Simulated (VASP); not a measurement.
CO2:

```
C O
1.0
    -1.77590    1.77590    2.95920
     1.77590   -1.77590    2.95920
     1.77590    1.77590   -2.95920
C O
2 4
Cartesian
  0.0000 0.0000 0.0000
  0.0000 1.7759 1.4796
  0.7601 0.8880 0.7398
  -0.8880 1.0158 2.2194
  1.0158 0.8880 3.6990
  2.6639 0.7601 -0.7398
```

```yaml
Program: VASP 6.6.1
Task: relaxation of cell and atoms
Functional: RPBE
Potentials_or_basis: VASP PAW PBE potentials, release 64 (C, O)
Cutoff: 600 eV
k_mesh: 12 × 12 × 12
Occupations: gaussian, width 0.03 eV
Spin: no spin polarisation
```

At the start: pressure 46.8 GPa; volume 6.22 Å³/atom.

Q: How do energy, volume and symmetry change on relaxing?

A: Over 15 steps the energy falls by 277.7 meV/atom and the volume is 8.10 Å³/atom (+30.2 %); space group I-42d (No. 122, to 0.05 Å).

The path:
```
step  energy change (eV)  largest force (eV/Å)  pressure (GPa)  volume (Å³)
   1              0.0000                1.1622           46.83        37.33
   2             -0.9825                2.3106          -17.51        48.04
   3             -1.0845                2.0812           -6.39        45.06
   4             -1.4702                0.2512            4.42        46.51
   5             -1.4735                0.0652            3.42        46.39
   6             -1.5755                0.0214           -0.10        47.73
   7             -1.6341                0.1361           -5.62        50.07
   8             -1.6294                0.5516            4.37        48.82
   9             -1.6564                0.1835           -1.02        49.48
  10             -1.6643                0.0570           -0.81        49.07
  11             -1.6657                0.0228           -0.68        48.82
  12             -1.6654                0.0817            1.17        48.46
  13             -1.6661                0.0201            0.08        48.67
  14             -1.6663                0.0113            0.05        48.65
  15             -1.6665                0.0011           -0.01        48.61
```

Final structure:
```
C O
1.0
    -2.00667    2.00667    3.01788
     2.00667   -2.00667    3.01788
     2.00667    2.00667   -3.01788
C O
2 4
Direct
  0.00000 0.00000 0.00000
  0.75000 0.25000 0.50000
  0.37500 0.28679 0.41179
  0.71321 0.12500 0.08821
  0.87500 0.96321 0.58821
  0.03679 0.62500 0.91179
```

Caveat: the volume moved by over 15 % at a fixed basis, so the end points are rough; the PAW data sets were made with another functional, which shifts forces and pressure a little; the volume moved by +30 % from the deposited cell, more than functionals usually miss.
